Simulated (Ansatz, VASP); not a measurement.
## BN: VASP beside Ansatz

```xyz
2
Lattice="1.2594 0.7271 3.3953 -1.2594 0.7271 3.3953 0.0000 -1.4542 3.3953" Properties=species:S:1:pos:R:3 pbc="T T T"
N     0.0000    0.0000    6.7964
B     0.0000    0.0000    0.0033
```

Change from the starting cell: volume scaled by 1.02.

Alike in both runs: task single point; functional PBEsol; k mesh 12 × 12 × 12; occupations fermi-dirac, width 0.05 eV; no spin polarisation.

```csv
,VASP,Ansatz
version,VASP 6.6.1,Ansatz 0.2.0
potentials or method,"VASP PAW PBE potentials, release 64 (N, B), cutoff 520 eV","all-electron LAPW, scalar-relativistic"
```

Ansatz gave:

| Quantity | Value |
| --- | --- |
| gap on the k mesh at the Fermi level (eV) | 4.16 |
| least direct gap on the mesh (eV) | 4.59 |
| pressure (GPa) | -3.9 |
| largest component of the traceless stress (GPa) | 4.27 |

Which values does VASP return?

gap on the k mesh at the Fermi level (eV): 4.16; least direct gap on the mesh (eV): 4.59; pressure (GPa): -3.6; largest component of the traceless stress (GPa): 3.81.

Ansatz ran all-electron here, so the differences hold the error of VASP's frozen core and of both bases.

Caveats: the PAW data sets were made with another functional, which shifts forces and pressure a little (VASP). A k mesh can miss the band edges.
